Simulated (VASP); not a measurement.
# Cu (Fm-3m) in VASP: settings compared, part 2 of 2

VASP 6.6.1. The steps go on from the part before.

## 5. Single point, LDA

Input file INCAR:

```
SYSTEM = Cu
PREC = Accurate
ENCUT = 550
EDIFF = 1E-7
ISMEAR = 0
SIGMA = 0.02
LREAL = .FALSE.
LASPH = .TRUE.
NELM = 80
ALGO = Normal
ISIF = 2
LWAVE = .FALSE.
LCHARG = .TRUE.
LELF = .TRUE.
LVHAR = .TRUE.
NBANDS = 12
```

Input file KPOINTS:

```
regular mesh
0
G
  13 13 13
  0 0 0
```

Input file POSCAR:

```
Cu
1.0
    0.0000000000      1.8075000000      1.8075000000
    1.8075000000      0.0000000000      1.8075000000
    1.8075000000      1.8075000000      0.0000000000
Cu
1
Direct
    0.0000000000      0.0000000000      0.0000000000
```

Potentials or basis: VASP PAW LDA potentials, release 64 (Cu_GW).

Command:

```console
> cat potpaw_LDA.64/Cu_GW/POTCAR > POTCAR
> mpirun -np 1 vasp_std > vasp.out
```

OUTCAR:

```text
SYSTEM = Cu
   PREC = Accurate
   ENCUT = 550
   EDIFF = 1E-7
   ISMEAR = 0
   LREAL = .FALSE.
   LASPH = .TRUE.
   NELM = 80
   ISIF = 2

 ion  position               nearest neighbor table
   1  0.000  0.000  0.000-

  LATTYP: Found a face centered cubic cell.
 ALAT       =     3.6150000000

  Lattice vectors:

 A1 = (   0.0000000000,   1.8075000000,   1.8075000000)
 A2 = (   1.8075000000,   0.0000000000,   1.8075000000)
 A3 = (   1.8075000000,   1.8075000000,   0.0000000000)

Analysis of symmetry for initial positions (statically):
=====================================================================
 Subroutine PRICEL returns:
 Original cell was already a primitive cell.

 Routine SETGRP: Setting up the symmetry group for a
 face centered cubic supercell.

 Subroutine GETGRP returns: Found 48 space group operations
 (whereof 48 operations were pure point group operations)
 out of a pool of 48 trial point group operations.

The static configuration has the point symmetry O_h .

Analysis of symmetry for dynamics (positions and initial velocities):
=====================================================================
[... 170 lines left out ...]
      5       2.8287      2.00000
      6       2.8287      2.00000
      7      27.7884      0.00000
      8      30.1247      0.00000
      9      30.1247      0.00000
     10      30.1247      0.00000
     11      32.7001      0.00000
     12      32.7001      0.00000
[... 331 lines left out ...]
 k-point    24 :       0.4615    0.1538    0.0000
  band No.  band energies     occupation
      1       0.1857      2.00000
      2       1.6448      2.00000
      3       2.0025      2.00000
      4       2.2707      2.00000
      5       3.4168      2.00000
      6       4.7114      2.00000
      7      11.0937      0.00000
      8      21.8856      0.00000
      9      23.0991      0.00000
     10      25.4401      0.00000
     11      35.0869      0.00000
     12      35.3095      0.00000

 [... further k-points ...]

------------------------ aborting loop because EDIFF is reached ----------------------------------------

  FORCE on cell =-STRESS in cart. coord.  units (eV):
  Direction    XX          YY          ZZ          XY          YZ          ZX
  --------------------------------------------------------------------------------------
  -------------------------------------------------------------------------------------
  Total       -1.0081105     -1.0081105     -1.0081105      0.0000000      0.0000000      0.0000000
  in kB     -136.7583316   -136.7583316   -136.7583316      0.0000000      0.0000000      0.0000000
  external PRESSURE =    -136.7583316 kB  Pullay stress =       0.0000000 kB

 VOLUME and BASIS-vectors are now :
 -----------------------------------------------------------------------------
  energy-cutoff  :      550.00
  volume of cell :       11.81
      direct lattice vectors                 reciprocal lattice vectors
     0.000000000  1.807500000  1.807500000    -0.276625173  0.276625173  0.276625173
     1.807500000  0.000000000  1.807500000     0.276625173 -0.276625173  0.276625173
     1.807500000  1.807500000  0.000000000     0.276625173  0.276625173 -0.276625173

 POSITION                                       TOTAL-FORCE (eV/Angst)
 -----------------------------------------------------------------------------------
      0.00000      0.00000      0.00000         0.000000      0.000000      0.000000
 -----------------------------------------------------------------------------------
    total drift:                                0.000000     -0.000000      0.000000

  FREE ENERGIE OF THE ION-ELECTRON SYSTEM (eV)
  ---------------------------------------------------
  free  energy   TOTEN  =        -4.7053547201 eV

  energy  without entropy=       -4.7052733076  energy(sigma->0) =       -4.70531401
```

OSZICAR:

```text
N       E                     dE             d eps       ncg     rms          rms(c)
DAV:   1     0.576526917221E+02    0.57653E+02   -0.69313E+03  2304   0.111E+03
DAV:   2    -0.437102440594E+01   -0.62024E+02   -0.56027E+02  2112   0.239E+02
DAV:   3    -0.565249269705E+01   -0.12815E+01   -0.12759E+01  2524   0.432E+01
DAV:   4    -0.565896913752E+01   -0.64764E-02   -0.64760E-02  2308   0.301E+00
DAV:   5    -0.565903311685E+01   -0.63979E-04   -0.63979E-04  2600   0.292E-01    0.844E+00
DAV:   6    -0.520011062048E+01    0.45892E+00   -0.16543E+01  2456   0.658E+01    0.131E+01
DAV:   7    -0.472248902126E+01    0.47762E+00   -0.27788E+00  2440   0.296E+01    0.234E+00
DAV:   8    -0.471030024183E+01    0.12189E-01   -0.22508E-02  2468   0.292E+00    0.535E-01
DAV:   9    -0.470536260876E+01    0.49376E-02   -0.15488E-02  2880   0.129E+00    0.221E-01
DAV:  10    -0.470535608695E+01    0.65218E-05   -0.58213E-05  2308   0.101E-01    0.103E-01
DAV:  11    -0.470535479156E+01    0.12954E-05   -0.48917E-06  2652   0.512E-02    0.476E-03
DAV:  12    -0.470535472006E+01    0.71494E-07   -0.67070E-08  1516   0.605E-03
   1 F= -.47053547E+01 E0= -.47053140E+01  d E =-.814125E-04
```

Wall time 10 s (1 thread of Intel Xeon Platinum 8259CL at 2.50GHz (Skylake/Cascade Lake), shared host); peak memory 0.13 GiB.

Results:

| Item | Value |
| --- | --- |
| Free energy | -4.7054 eV |
| Pressure | -13.7 GPa |
| Band gap on the k mesh | none (metal or under the smearing width) |

Levels at points of the mesh, in eV from the Fermi level:
```csv
k point,band 3,band 4,band 5,band 6,band 7,band 8,band 9,band 10
"(0.00, 0.00, 0.00)",-3.26,-3.26,-2.42,-2.42,22.54,24.87,24.87,24.87
```

## 6. Single point, LDA

Input file run.py:

```python
from ase.calculators.vasp import Vasp
from ase.dft.bandgap import bandgap
from ase.io import read

atoms = read('Cu.cif', primitive_cell=True, subtrans_included=False)
calc = Vasp(
    directory='calc',
    xc='lda',
    pp='LDA',
    setups={'base': 'minimal', 'Cu': '_GW'},
    prec='Accurate',
    encut=550,
    ediff=1e-07,
    ismear=0,
    sigma=0.02,
    lreal=False,
    lasph=True,
    nelm=80,
    algo='Normal',
    isif=2,
    lwave=False,
    lcharg=False,
    kpts=[13, 13, 13],
    gamma=True,
    nbands=12,
)
atoms.calc = calc

print('energy (eV):', atoms.get_potential_energy())
print('free energy (eV):', atoms.get_potential_energy(force_consistent=True))
print('forces (eV/A):')
print(atoms.get_forces())
print('stress (eV/A^3, Voigt):', atoms.get_stress())
print('Fermi level (eV):', calc.get_fermi_level())
gap, top, bottom = bandgap(calc)
print('band gap (eV):', gap, 'from (spin, k, band)', top, 'to', bottom)
```

Input file Cu.cif:

```cif
data_Cu
_cell_length_a 3.61500000
_cell_length_b 3.61500000
_cell_length_c 3.61500000
_cell_angle_alpha 90.00000000
_cell_angle_beta 90.00000000
_cell_angle_gamma 90.00000000
_space_group_name_H-M_alt 'Fm-3m'
_space_group_name_Hall '-F 4 2 3'
_space_group_IT_number 225
loop_
_space_group_symop_operation_xyz
'x,y,z'
'-x,-y,-z'
'-y,x,z'
'y,-x,-z'
'-x,-y,z'
'x,y,-z'
'y,-x,z'
'-y,x,-z'
'x,-y,-z'
'-x,y,z'
'-y,-x,-z'
'y,x,z'
'-x,y,-z'
'x,-y,z'
'y,x,-z'
'-y,-x,z'
'z,x,y'
'-z,-x,-y'
'z,-y,x'
'-z,y,-x'
'z,-x,-y'
'-z,x,y'
'z,y,-x'
'-z,-y,x'
'-z,x,-y'
'z,-x,y'
'-z,-y,-x'
'z,y,x'
'-z,-x,y'
'z,x,-y'
'-z,y,x'
'z,-y,-x'
'y,z,x'
'-y,-z,-x'
'x,z,-y'
'-x,-z,y'
'-y,z,-x'
'y,-z,x'
'-x,z,y'
'x,-z,-y'
'-y,-z,x'
'y,z,-x'
'-x,-z,-y'
'x,z,y'
'y,-z,-x'
'-y,z,x'
'x,-z,y'
'-x,z,-y'
'x,y+1/2,z+1/2'
'-x,-y+1/2,-z+1/2'
'-y,x+1/2,z+1/2'
[... 62 lines left out ...]
'-z+1/2,-x,-y+1/2'
'z+1/2,-y,x+1/2'
'-z+1/2,y,-x+1/2'
'z+1/2,-x,-y+1/2'
'-z+1/2,x,y+1/2'
'z+1/2,y,-x+1/2'
'-z+1/2,-y,x+1/2'
'-z+1/2,x,-y+1/2'
'z+1/2,-x,y+1/2'
'-z+1/2,-y,-x+1/2'
'z+1/2,y,x+1/2'
'-z+1/2,-x,y+1/2'
'z+1/2,x,-y+1/2'
'-z+1/2,y,x+1/2'
'z+1/2,-y,-x+1/2'
'y+1/2,z,x+1/2'
'-y+1/2,-z,-x+1/2'
'x+1/2,z,-y+1/2'
'-x+1/2,-z,y+1/2'
'-y+1/2,z,-x+1/2'
'y+1/2,-z,x+1/2'
'-x+1/2,z,y+1/2'
'x+1/2,-z,-y+1/2'
'-y+1/2,-z,x+1/2'
'y+1/2,z,-x+1/2'
'-x+1/2,-z,-y+1/2'
'x+1/2,z,y+1/2'
'y+1/2,-z,-x+1/2'
'-y+1/2,z,x+1/2'
'x+1/2,-z,y+1/2'
'-x+1/2,z,-y+1/2'
'x+1/2,y+1/2,z'
'-x+1/2,-y+1/2,-z'
'-y+1/2,x+1/2,z'
'y+1/2,-x+1/2,-z'
'-x+1/2,-y+1/2,z'
'x+1/2,y+1/2,-z'
'y+1/2,-x+1/2,z'
'-y+1/2,x+1/2,-z'
'x+1/2,-y+1/2,-z'
'-x+1/2,y+1/2,z'
'-y+1/2,-x+1/2,-z'
'y+1/2,x+1/2,z'
'-x+1/2,y+1/2,-z'
'x+1/2,-y+1/2,z'
'y+1/2,x+1/2,-z'
'-y+1/2,-x+1/2,z'
'z+1/2,x+1/2,y'
'-z+1/2,-x+1/2,-y'
'z+1/2,-y+1/2,x'
'-z+1/2,y+1/2,-x'
'z+1/2,-x+1/2,-y'
'-z+1/2,x+1/2,y'
'z+1/2,y+1/2,-x'
'-z+1/2,-y+1/2,x'
'-z+1/2,x+1/2,-y'
'z+1/2,-x+1/2,y'
'-z+1/2,-y+1/2,-x'
'z+1/2,y+1/2,x'
'-z+1/2,-x+1/2,y'
'z+1/2,x+1/2,-y'
'-z+1/2,y+1/2,x'
'z+1/2,-y+1/2,-x'
'y+1/2,z+1/2,x'
'-y+1/2,-z+1/2,-x'
'x+1/2,z+1/2,-y'
'-x+1/2,-z+1/2,y'
'-y+1/2,z+1/2,-x'
'y+1/2,-z+1/2,x'
'-x+1/2,z+1/2,y'
'x+1/2,-z+1/2,-y'
'-y+1/2,-z+1/2,x'
'y+1/2,z+1/2,-x'
'-x+1/2,-z+1/2,-y'
'x+1/2,z+1/2,y'
'y+1/2,-z+1/2,-x'
'-y+1/2,z+1/2,x'
'x+1/2,-z+1/2,y'
'-x+1/2,z+1/2,-y'
loop_
_atom_site_label
_atom_site_type_symbol
_atom_site_symmetry_multiplicity
_atom_site_Wyckoff_symbol
_atom_site_fract_x
_atom_site_fract_y
_atom_site_fract_z
_atom_site_occupancy
Cu1 Cu 4 a 0.0000000000 0.0000000000 0.0000000000 1
```

Potentials or basis: VASP PAW LDA potentials, release 64 (Cu_GW).

Command:

```console
> python run.py
```

Standard output:

```text
energy (eV): -4.70531401
free energy (eV): -4.70535472
forces (eV/A):
[[0. 0. 0.]]
stress (eV/A^3, Voigt): [ 0.08535784  0.08535784  0.08535784 -0.         -0.          0.        ]
Fermi level (eV): 5.24992115
band gap (eV): 0.0 from (spin, k, band) (None, None, None) to (None, None, None)
```

OUTCAR:

```text
ENCUT = 550.000000
   EDIFF = 1.00e-07
   PREC = Accurate
   ISIF = 2
   ISMEAR = 0
   NELM = 80
[... 576 lines left out ...]
 POSITION                                       TOTAL-FORCE (eV/Angst)
 -----------------------------------------------------------------------------------
      0.00000      0.00000      0.00000         0.000000      0.000000      0.000000
 -----------------------------------------------------------------------------------
    total drift:                                0.000000     -0.000000      0.000000

  FREE ENERGIE OF THE ION-ELECTRON SYSTEM (eV)
  ---------------------------------------------------
  free  energy   TOTEN  =        -4.7053547201 eV

  energy  without entropy=       -4.7052733076  energy(sigma->0) =       -4.70531401
```

INCAR:

```text
ENCUT = 550.000000
SIGMA = 0.020000
EDIFF = 1.00e-07
ALGO = Normal
PREC = Accurate
ISIF = 2
ISMEAR = 0
NBANDS = 12
NELM = 80
LASPH = .TRUE.
LCHARG = .FALSE.
LWAVE = .FALSE.
LREAL = .FALSE.
```

Wall time 15 s (1 thread of Intel Xeon Platinum 8259CL at 2.50GHz (Skylake/Cascade Lake), shared host); peak memory 0.13 GiB.

What came out:

| Property | Result |
| --- | --- |
| Free energy | -4.7054 eV |
| Pressure | -13.7 GPa |
| Band gap on the k mesh | none (metal or under the smearing width) |

## 7. For comparison

An earlier run on the cell as given: functional PBE; potentials or basis VASP PAW PBE potentials, release 64 (Cu); cutoff 520 eV; k mesh 13 × 13 × 13; occupations fermi-dirac, width 0.05 eV; no spin polarisation.

* Pressure: 2.2 GPa
* Band gap on the k mesh: none (metal or under the smearing width)

## 8. Overview

```tsv
task	level	potentials or basis	cell	cutoff (eV)	smearing	optimiser	gap on the mesh (eV)	pressure (GPa)	relaxed volume (Å³/atom)
relaxation of cell and atoms	PBE	VASP PAW PBE potentials, release 64 (Cu_sv_GW)	relaxed	680	fermi-dirac 0.05 eV	-	none	-0.1	11.55
relaxation of cell and atoms	PBE	VASP PAW PBE potentials, release 64 (Cu_GW)	relaxed	630	fermi-dirac 0.05 eV	-	none	-0.1	11.85
relaxation of cell and atoms	TPSS	VASP PAW PBE potentials, release 64 (Cu)	relaxed	600	fermi-dirac 0.1 eV	FIRE	none	-0.1	11.54
single point	LDA	VASP PAW LDA potentials, release 64 (Cu_GW)	as given	550	gaussian 0.02 eV	-	none	-13.7	-
single point	PBE	VASP PAW PBE potentials, release 64 (Cu)	as given	520	fermi-dirac 0.05 eV	-	none	2.2	-
```

Alike in all rows: no spin polarisation; k mesh 13 × 13 × 13.

Caveats: the PAW data sets were made with another functional, which shifts forces and pressure a little (some runs).

Absolute energies hang on the potentials; compare differences alone.
